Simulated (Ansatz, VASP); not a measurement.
**Two plane-wave programs on TaN**

```
CELL_PARAMETERS angstrom
5.19600 0.00000 0.00000
-2.59800 4.49987 0.00000
0.00000 0.00000 2.91100
ATOMIC_POSITIONS crystal
Ta 0.33333 0.66667 0.50000
Ta 0.66667 0.33333 0.50000
Ta 0.00000 0.00000 0.00000
N 0.39285 0.00000 0.00000
N 0.60715 0.60715 0.00000
N 0.00000 0.39285 0.00000
```

Alike in both runs: task single point; functional PBEsol; k mesh 6 × 6 × 6; occupations gaussian, width 0.1 eV; no spin polarisation.

|  | VASP | Ansatz |
| --- | --- | --- |
| version | VASP 6.6.1 | Ansatz 0.2.0 |
| potentials or method | VASP PAW PBE potentials, release 64 (Ta_pv, N) | scalar-relativistic, plane waves, PAW |
| plane-wave cutoff (eV) | 520 | 420 |
| valence electrons in the cell | 48 | 54 |

Ansatz gave:

```
gap on the k mesh at the Fermi level (eV)       : none
pressure (GPa)                                  : -3.8
largest component of the traceless stress (GPa) : 1.65
rms of the force components (eV/Å)              : 0.010
```

Q: Which values does VASP return?

A: gap on the k mesh at the Fermi level (eV): none; pressure (GPa): -3.0; largest component of the traceless stress (GPa): 1.72; rms of the force components (eV/Å): 0.014.

Atom by atom the forces differ by 0.004 eV/Å (rms over components). A gap of «none» marks a metal or a gap that the smearing closes. The two sets of potentials don't hold the same shells in valence.

Caveats: the PAW data sets were made with another functional, which shifts forces and pressure a little (VASP). The runs have no spin-orbit coupling, so splittings on Ta are missing.
